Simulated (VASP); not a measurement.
# Ba: convergence, density of states at the Fermi level

Ba, Im-3m (no. 229), 1 atom in the cell. PBEsol, density of states on a second, denser mesh; PAW potentials Ba_sv (PBE set). VASP 6.6.1.

Wanted: states at the Fermi level within 5 %; Fermi level on the dense mesh within 0.02 eV.

POSCAR:
```
Ba
1.0
   -2.5065000000      2.5065000000      2.5065000000
    2.5065000000     -2.5065000000      2.5065000000
    2.5065000000      2.5065000000     -2.5065000000
Ba
1
Direct
    0.0000000000      0.0000000000      0.0000000000
```

The series start from KSPACING_OPT: 0.14; k mesh: 7 × 7 × 7; Cutoff ENCUT (eV): 400; NEDOS: 3001; KPOINTS_OPT_MODE: 1. Each series keeps the choices made before it, and each single choice may use up half of a tolerance.

## KSPACING_OPT

| KSPACING_OPT | States at the Fermi level (states/eV/atom) | Fermi level on the dense mesh (eV) | Time (s) |
|---|---|---|---|
| 0.4 | 0.9654 | 1.476 | 6.5 |
| 0.28 | 1.269 | 1.439 | 7.6 |
| 0.2 | 1.165 | 1.492 | 8.4 |
| 0.14 | 1.282 | 1.502 | 14 |
| 0.1 | 1.197 | 1.513 | 23 |
| 0.075 | 1.192 | 1.517 | 44 |
| 0.06 (reference) | 1.188 | 1.518 | 92 |

Chosen: 0.1, the loosest value from which every tighter one stays within half of the tolerance.

## k mesh

| k mesh | States at the Fermi level (states/eV/atom) | Fermi level on the dense mesh (eV) | Time (s) |
|---|---|---|---|
| 3 × 3 × 3 | no result | no result | 53 |
| 4 × 4 × 4 | 1.197 | 1.511 | 23 |
| 6 × 6 × 6 | 1.196 | 1.511 | 22 |
| 7 × 7 × 7 | 1.197 | 1.513 | 23 |
| 9 × 9 × 9 | 1.196 | 1.513 | 26 |
| 11 × 11 × 11 (reference) | 1.197 | 1.513 | 29 |

Chosen: 4 × 4 × 4.

## Cutoff ENCUT (eV)

| Cutoff ENCUT (eV) | States at the Fermi level (states/eV/atom) | Fermi level on the dense mesh (eV) | Time (s) |
|---|---|---|---|
| 250 | 1.197 | 1.511 | 9.8 |
| 300 | 1.197 | 1.511 | 20 |
| 350 | 1.197 | 1.511 | 20 |
| 400 | 1.197 | 1.511 | 23 |
| 500 | 1.197 | 1.511 | 22 |
| 600 | 1.197 | 1.511 | 37 |
| 750 (reference) | 1.197 | 1.511 | 56 |

Chosen: 250.

## NEDOS

| NEDOS | States at the Fermi level (states/eV/atom) | Fermi level on the dense mesh (eV) | Time (s) |
|---|---|---|---|
| 301 | 1.342 | 1.515 | 9.5 |
| 1001 | 1.195 | 1.511 | 9.7 |
| 3001 | 1.197 | 1.511 | 9.8 |
| 9001 (reference) | 1.198 | 1.511 | 9.8 |

Chosen: 1001.

## KPOINTS_OPT_MODE

| KPOINTS_OPT_MODE | States at the Fermi level (states/eV/atom) | Fermi level on the dense mesh (eV) | Time (s) |
|---|---|---|---|
| 1 | 1.195 | 1.511 | 9.7 |
| 2 | 1.195 | 1.511 | 44 |

Chosen: 1; no other choice that stays within half of the tolerance saves 30 % of the time.

## All choices together

| Input | States at the Fermi level (states/eV/atom) | Fermi level on the dense mesh (eV) | Time (s) |
|---|---|---|---|
| program defaults, k points 0.5 per Å apart (naive) | 0.5695 | 1.564 | 0.9 |
| chosen settings | 1.195 | 1.511 | 9.7 |
| reference settings throughout | 1.188 | 1.518 | 220 |

The tolerance is met.

## The input

INCAR:
```
SYSTEM = Ba
  ALGO = Normal
  EDIFF = 1E-6
  ENCUT = 250
  GGA = PS
  ISMEAR = -5
  KPAR = 2
  KPOINTS_OPT_MODE = 1
  KSPACING_OPT = 0.1
  LASPH = .TRUE.
  LCHARG = .FALSE.
  LREAL = .FALSE.
  LWAVE = .FALSE.
  NBANDS = 13
  NEDOS = 1001
  NELM = 120
  PREC = Accurate
  SIGMA = 0.05
```

KPOINTS:
```
Automatic mesh
0
Gamma
  4 4 4
  0 0 0
```

Commands:
```
cat potpaw_PBE.64/Ba_sv/POTCAR > POTCAR
mpirun -np 2 vasp_std > vasp.out
```

The chosen input took VASP 6.6.1 9.7 s on 2 cores (Intel Xeon Platinum 8259CL @ 2.50GHz (Skylake/Cascade Lake)), a shared host.

## An input that fails: no diagonalisation on the second mesh

It runs to its end, but against the unchanged starting input it is off by 60 % in the states at the Fermi level, 11.668 eV in the Fermi level on the dense mesh.

Changes against the starting input:
```
- KPOINTS_OPT_MODE = 1
+ KPOINTS_OPT_MODE = 0
```
